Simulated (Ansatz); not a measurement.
HgTe (Coloradoite) in Ansatz: the effect of functional

HgTe (Coloradoite):

```
Hg Te
1.0
     0.00000    3.23579    3.23579
     3.23579    0.00000    3.23579
     3.23579    3.23579    0.00000
Hg Te
1 1
Direct
  0.00000 0.00000 0.00000
  0.75000 0.75000 0.75000
```

The cell isn't the ideal one: volume scaled by 1.02.

Alike in all runs:

- Program: Ansatz 0.2.0
- Task: single point
- Potentials or basis: Ansatz PAW
- k mesh: 7 × 7 × 7
- Occupations: fermi-dirac, width 0.05 eV
- Spin: no spin polarisation

| functional | cutoff | pressure (GPa) |
| --- | --- | --- |
| LDA | 420 eV (not typed: the program's choice for these potentials) | -0.7 |
| r2SCAN | 500 eV (not typed: the program's choice for these potentials) | 2.1 |
| PBE | 420 eV (not typed: the program's choice for these potentials) | ? |

Task: What does the run with functional PBE give?

Result: Pressure 3.5 GPa.

Caveats: the PAW data sets come from PBE, with cores solved anew for the run's functional, which leaves a small shift of forces and pressure (some runs).
